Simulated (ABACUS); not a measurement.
## CoO under changes of volume

One of the cells (9.578 Å³/atom); the others are scaled copies at fixed shape and fractional positions:

```xyz
2
Lattice="1.5055 0.8692 2.4399 -1.5055 0.8692 2.4399 0.0000 -1.7384 2.4399" Properties=species:S:1:pos:R:3 pbc="T T T"
Co    0.0000    0.0000    0.0000
O     0.0000    0.0000    3.6599
```

The cell is a database's computed one.

* Program: ABACUS 3.10.1
* Functional: PBEsol
* Potentials or basis: PseudoDojo NC SR 0.4.1 PBEsol standard
* Cutoff: 1320 eV
* Density cutoff: 5279 eV
* Basis: plane waves
* k mesh: 11 × 11 × 11
* Occupations: fermi-dirac, width 0.05 eV
* Spin: collinear spin, ferromagnetic start
* Starting moments: [2.0, 0.0] μB

```tsv
volume (Å³/atom)	energy over the lowest point (meV/atom)	pressure (GPa)	moment (μB per cell)
9.003	0.00	1.4	2.84
9.195	0.68	-2.5	2.89
9.387	5.73	-6.0	2.94
9.578	14.85	-9.4	2.97
9.770	27.93	-12.5	2.99
9.961	44.68	-15.3	3.00
10.153	?	?	?
```

**Question.** What does the run at 10.153 Å³/atom give?

**Answer.** Energy over the lowest point 64.75 meV/atom; pressure -17.9 GPa; moment 3.00 μB per cell.

Worked out: A Birch-Murnaghan fit of order 3 (a polynomial in V^(-2/3)) to the other rows has its minimum at 9.07 Å³/atom with B0 = V·E''(V) = 176 GPa (rough, since the energies scatter) at fixed shape and positions, which overstates the stiffness. It gives 65.03 meV/atom at 10.153 Å³/atom, against the run's 64.75, and -dE/dV = -18.4 GPa, against -17.9. A parabola through the other rows of the moment, of slope -0.0397 μB per Å³/atom there, extrapolates to 3.00 μB, against the run's 3.00.

Energies are extrapolated to zero smearing.

Caveats: a cell with one magnetic atom can't hold antiferromagnetic order, which such compounds often take.
